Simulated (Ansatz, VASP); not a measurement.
# Cross-check of NaF (Villiaumite) between VASP and Ansatz, part 2 of 2

Aim: how closely do two programs agree when they are given the same cell, functional and k mesh?

VASP 6.6.1 and Ansatz 0.2.0.

So far. Step 2 (VASP: single point, PBE): The run ends at a pressure of -1.43 GPa. Step 3 (Ansatz: single point, PBE): The run ends at a pressure of 0.45 GPa.

## (6) VASP: single point, r2SCAN

Level of this step: r2SCAN; plane waves and PAW (Na_sv_GW, F_GW) (VASP).

With cell and atoms fixed, the geometry can't cause a difference; cores, projectors, grids and the points listed under the comparison can.

The input, INCAR:

```
SYSTEM = NaF
PREC = Accurate
ENCUT = 540
EDIFF = 1E-06
NELM = 100
ISMEAR = 0
SIGMA = 0.05
LREAL = .FALSE.
ALGO = Normal
METAGGA = R2SCAN
LASPH = .TRUE.
NBANDS = 14
LWAVE = .FALSE.
LCHARG = .FALSE.
KPAR = 8
```

The input, POSCAR:

```
NaF
1.0
    0.0000000000      2.3429717910      2.3429717910
    2.3429717910      0.0000000000      2.3429717910
    2.3429717910      2.3429717910      0.0000000000
Na F
1 1
Direct
    0.0000000000      0.0000000000      0.0000000000
    0.5000000000      0.5000000000      0.5000000000
```

The input, KPOINTS:

```
Automatic mesh
0
Gamma
4 4 4
0 0 0
```

The projector-augmented-wave data sets are Na_sv_GW and F_GW (PBE family, release 64).

On the command line:

```console
$ mpirun -np 8 vasp_std
```

Numbers of over 12 decimals in the logs are rounded to 6 here.

What it wrote:

```text
[banner, memory and clock lines left out]
running    8 mpi-ranks, on    1 nodes
[...]
[... a notice as in an earlier step ...]

|                                                                             |
|               ----> ADVICE to this user running VASP <----                  |
|                                                                             |
|     You enforced a specific xc type in the INCAR file but a different       |
|     [... a line on the potential file left out ...]
|     I HOPE YOU KNOW WHAT YOU ARE DOING!                                     |
|                                                                             |

 LDA part: xc-table for (None), standard interpolation
 POSCAR, INCAR and KPOINTS ok, starting setup
[...]
entering main loop
       N       E                     dE             d eps       ncg     rms          rms(c)
DAV:   1     0.137706094779E+03    0.13771E+03   -0.93361E+03   230   0.141E+03
DAV:   2    -0.128499036419E+02   -0.15056E+03   -0.13902E+03   242   0.415E+02
DAV:   3    -0.191496172109E+02   -0.62997E+01   -0.62560E+01   286   0.832E+01
DAV:   4    -0.192453889687E+02   -0.95772E-01   -0.95718E-01   260   0.112E+01
[...]
DAV:  12    -0.147173840286E+02    0.15898E-04   -0.75427E-06   274   0.397E-02    0.188E-03
DAV:  13    -0.147173757038E+02    0.83248E-05   -0.32764E-07   166   0.720E-03    0.282E-03
DAV:  14    -0.147173759872E+02   -0.28348E-06   -0.19543E-07   118   0.647E-03
   1 F= -.14717376E+02 E0= -.14717376E+02  d E =-.811589E-20
```

Parts of OUTCAR (step 6):

```text
  Total       -0.6751281     -0.6751281     -0.6751281      0.0000000      0.0000000     -0.0000000
  in kB      -42.0499599    -42.0499599    -42.0499599      0.0000000      0.0000000     -0.0000000
  external PRESSURE =     -42.0499599 kB  Pullay stress =       0.0000000 kB

 POSITION                                       TOTAL-FORCE (eV/Angst)
 -----------------------------------------------------------------------------------
      0.00000      0.00000      0.00000         0.000000     -0.000000      0.000000
      2.34297      2.34297      2.34297        -0.000000      0.000000     -0.000000
 -----------------------------------------------------------------------------------
    total drift:                                0.000000      0.000000      0.000000

  FREE ENERGIE OF THE ION-ELECTRON SYSTEM (eV)
  ---------------------------------------------------
  free  energy   TOTEN  =       -14.7173759872 eV

  energy  without entropy=      -14.7173759872  energy(sigma->0) =      -14.71737599

[... 2 parts as in an earlier step ...]

[... 1 further part left out ...]
[key lines of the parts left out:]
E-fermi :  -2.3048
```

The run ends at a pressure of -4.20 GPa.

## (7) Ansatz: single point, r2SCAN

The same cell, functional, mesh and smearing now go to Ansatz, which takes its cutoff from its data sets.

The input, input.yaml:

```yaml
crystal:
  lattice:
    - [0.0, 2.342971791, 2.342971791]
    - [2.342971791, 0.0, 2.342971791]
    - [2.342971791, 2.342971791, 0.0]
  atoms:
    - { symbol: Na, position: [0.0, 0.0, 0.0] }
    - { symbol: F, position: [0.5, 0.5, 0.5] }
hamiltonian:
  xc: r2scan
  pseudopotentials: { kind: paw }
kpoints:
  mp_grid: { grid: [4, 4, 4] }
scf:
  occupations: { method: gaussian, width: 0.05 }
  n_extra_bands: 4
output:
  forces: true
  stress: true
  eigenvalues: true
```

On the command line:

```console
$ ansatz run input.yaml --threads 2 --pin off --max-ram 4608MiB --backend cpu --events-out ev --progress --plain --runs-dir out
```

What it wrote:

```text
[...]
Crystal: 2 atoms, lattice volume = 25.724 Å³
Basis set: ecut = 500 eV, 645 PW (Γ), exchange–correlation on 100×100×100 points (64 copies of the dense FFT grid, shifted against one another)
Bands: 12, of which v1, the nominal top of the filled ones, is band 8 counted from 1 (7 counted from 0)
Symmetry: 48 space group operations
[...]
k-points: 8 of 64
[...]
--- Band table (eV; the first three rows and the last of 8) ---
  k-point 0: bands = [... 4 lower, -19.3466, 0.1492, 0.1492, 0.1492, 7.0993, 19.9675, 19.9675, 19.9675]
  k-point 1: bands = [... 4 lower, -19.0738, -0.6778, 0.0295, 0.0295, 8.9338, 15.9837, 20.7483, 20.7483]
  k-point 2: bands = [... 4 lower, -18.8706, -1.3311, -0.0872, -0.0872, 11.5562, 13.2898, 21.1935, 21.1935]
  k-point 7: bands = [... 4 lower, -19.1244, -0.6792, -0.6792, -0.3833, 13.9972, 13.9972, 16.2897, 17.8008]
[key lines of the parts left out:]
SCF converged after 6 iterations
Free energy (F): -2301.358779 eV
Fermi energy:    3.624450 eV
P = ⅓ Tr σ = -2.7997 GPa (-27.997 kbar)
```

Wall time 0.68 s (2 threads of Intel Xeon at 2.60GHz (Ice Lake), shared host); peak memory 0.38 GiB; 1.1 s of CPU time.

The run ends at a pressure of -2.80 GPa.

## (8) Differences

What differs besides the data sets and the points named for the pairs above, as far as they apply: VASP keeps PBE cores, Ansatz makes them for the functional; the cutoff is 500 eV in Ansatz and 540 eV in VASP. Total energies have different zeros and are not compared.

Both answers:

```tsv
quantity	Ansatz	VASP	difference
gap on the k mesh (eV)	6.950	6.722	+0.228
```

Not compared: the pressure (VASP's GW data sets at this cutoff don't carry it). A gap on the mesh is an upper bound, since the band edges may lie between its points.

## (9) Other set-ups

Further runs change the set-up of one program: Ansatz's method, potentials or start, or VASP's data sets, cutoff or form of LDA. The table gives Ansatz less VASP for each quantity, since a change that brings one quantity closer may part another.

```tsv
run	gap on the k mesh (eV)
as above	0.23
cores kept as stored	0.23
Ansatz's all-electron LAPW method	0.23
Ansatz's larger PAW set (cutoff 1300 eV)	0.23
norm-conserving potentials (cutoff 1250 eV)	0.25
```

## (10) Summary of results

| Item | Value |
| --- | --- |
| difference in gap on the k mesh (single point, PBE) | -0.0053 eV |
| difference in gap on the k mesh (single point, r2SCAN) | 0.23 eV |

What this shows: The difference in gap on the k mesh is 0.23 eV (single point, r2SCAN), beyond the 0.08 eV picked in this series as the mark of a large difference. Single point, PBE, Ansatz's all-electron LAPW method: the difference in gap on the k mesh goes from -0.0053 to -0.010 eV. Single point, PBE, Ansatz's larger PAW set (cutoff 1300 eV): the difference in gap on the k mesh goes from -0.0053 to -0.0090 eV. Single point, PBE, norm-conserving potentials (cutoff 1320 eV): the difference in gap on the k mesh goes from -0.0053 to -0.015 eV. For single point, r2SCAN, no further run moves any of the tabulated differences by more than a quarter of its size. Such differences can come from data sets, numerical settings and the points named under the comparisons, not from the functional's error against experiment.

[Lines on the potential files, build, host, timing and source positions are cut from VASP's logs without a mark.]

[Logs are printed without paths, hosts, clocks, repeated set-up lines and the standing remarks that a program may print on its own settings, such as how far it seeks lower states.]

[Hosts, paths, dates, database ids (printed as entryN), source tags and the programs' standing remarks are cut or masked in the printed files.]
